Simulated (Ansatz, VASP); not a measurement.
## Pb in VASP and in Ansatz

Contents of INCAR:

```
ALGO     = Normal         # electronic algorithm
EDIFF    = 1E-6           # SCF threshold, eV
ENCUT    = 520            # plane-wave cutoff, eV
GGA      = PS             # functional
ISIF     = 2              # what is computed and relaxed
ISMEAR   = -1             # smearing method
LASPH    = True           # aspherical terms in the spheres
LCHARG   = False          # write CHGCAR
LREAL    = False          # projectors in reciprocal space
LWAVE    = False          # write WAVECAR
NBANDS   = 13             # bands
NELM     = 60             # most SCF steps
PREC     = Accurate       # precision mode
SIGMA    = 0.1            # smearing width, eV
```

Contents of KPOINTS:

```
k-points
0
Gamma
  18 18 18
```

File POSCAR:

```
Pb
1.0
    0.0000000000      2.4302172798      2.4302172798
    2.4302172798      0.0000000000      2.4302172798
    2.4302172798      2.4302172798      0.0000000000
Pb
1
Direct
    0.0000000000      0.0000000000      0.0000000000
```

Input for Ansatz:

```yaml
crystal:
  lattice:
    - [0.0, 2.4302172798, 2.4302172798]
    - [2.4302172798, 0.0, 2.4302172798]
    - [2.4302172798, 2.4302172798, 0.0]
  atoms:
    - { symbol: Pb, position: [0.0, 0.0, 0.0] }
hamiltonian:
  xc: pbesol
  pseudopotentials:
    kind: paw
    azcp:
      Pb: "pseudopotentials/Pb.paw.azcp"
basis:
  ecutwfc: 420
  fft_grid_basis: typed
kpoints:
  mp_grid: { grid: [18, 18, 18], shift: [0, 0, 0] }
magnetization:
  spin_polarized: false
scf:
  occupations: { method: fermi_dirac, width: 0.1 }
output:
  stress: true
```

Alike in both runs: task single point; functional PBEsol; k mesh 18 × 18 × 18; occupations fermi-dirac, width 0.1 eV; no spin polarisation.

|  | VASP | Ansatz |
| --- | --- | --- |
| version | VASP 6.6.1 | Ansatz 0.2.0 |
| potentials or method | VASP PAW PBE potentials, release 64 (Pb_d) | plane waves (420 eV) with PAW, scalar-relativistic |
| plane-wave cutoff (eV) | 520 | 420 |
| valence electrons in the cell | 14 | 14 |

VASP gave:

| Quantity | Value |
| --- | --- |
| pressure (GPa) | 2.3 |

Question: Which values does Ansatz return?

Answer: Pressure (GPa): 2.4.

The functional is the same, so the differences come from potentials, cutoffs and numerics. Ansatz warned: «pseudo_functional_mismatch».

Caveats: the PAW data sets were made with another functional, which shifts forces and pressure a little (VASP). Spin-orbit coupling is left out, which matters for the levels of Pb.
